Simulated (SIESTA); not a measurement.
**FeO under changes of volume**

One of the cells (10.695 Å³/atom); the others are scaled copies at fixed shape and fractional positions:

```
Fe O
1.0
    -1.60210    1.60210    2.08339
     1.60210   -1.60210    2.08339
     1.60210    1.60210   -2.08339
Fe O
1 1
Direct
  0.00000 0.00000 0.00000
  0.50000 0.50000 0.00000
```

The cell comes from a database or a generator and needn't be the stable form of this composition.

* Program: SIESTA 5.4.2
* Functional: LDA
* Potentials or basis: PseudoDojo 0.4 standard (LDA files)
* Basis: DZP (energy shift 0.003 Ry; two zetas on semicore shells)
* Grid cutoff: 800 Ry
* Energy shift: 0.003 Ry
* k mesh: 9 × 9 × 9
* Occupations: fermi-dirac, width 0.05 eV
* Spin: collinear spin, ferromagnetic start
* Starting moments: [3.0, 0.0] μB

| volume (Å³/atom) | energy over the lowest point (meV/atom) | pressure (GPa) |
| --- | --- | --- |
| 10.053 | 0.00 | -13.1 |
| 10.267 | 19.70 | -16.4 |
| 10.481 | 43.70 | -19.4 |
| 10.695 | 71.36 | -21.9 |
| 10.909 | ? | ? |
| 11.123 | 135.87 | -26.1 |
| 11.337 | 172.11 | -27.9 |

Problem. What does the run at 10.909 Å³/atom give?

Solution. Energy over the lowest point 102.17 meV/atom; pressure -24.1 GPa.

Worked out: A Birch-Murnaghan fit of order 3 (a polynomial in V^(-2/3)) to the other rows has no minimum within the range. It gives 102.20 meV/atom at 10.909 Å³/atom, against the run's 102.17, and -dE/dV = -24.2 GPa, against -24.1.

Energies are extrapolated to zero smearing.

Caveats: short orbitals over semicore shells can move pressures by several GPa; the basis of atomic orbitals isn't converged, which shifts pressures, moduli and gaps; a cell with one magnetic atom can't hold antiferromagnetic order, which such compounds often take.
